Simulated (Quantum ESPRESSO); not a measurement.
The system is InP.

```
CELL_PARAMETERS angstrom
0.00000 2.93050 2.93050
2.93050 0.00000 2.93050
2.93050 2.93050 0.00000
ATOMIC_POSITIONS crystal
In 0.00000 0.00000 0.00000
P 0.75000 0.75000 0.75000
```

Program: Quantum ESPRESSO 7.5. Alike in all runs: task band structure; cell as given; k mesh 8 × 8 × 8; cutoff (eV) 952; smearing fermi-dirac 0.05 eV.

Question: Order these runs on this cell by their pressure, lowest first.
A. level PBE; potentials or basis PseudoDojo 0.4 FR PBE standard; spin SOC, no magnetisation
B. level PBEsol; potentials or basis PseudoDojo 0.4.1 SR PBEsol standard; spin off
C. level LDA; potentials or basis PseudoDojo 0.4.1 SR LDA standard; spin off; form of the LDA correlation PW92

Answer: C (-1.3 GPa), B (0.7 GPa), A (3.4 GPa).
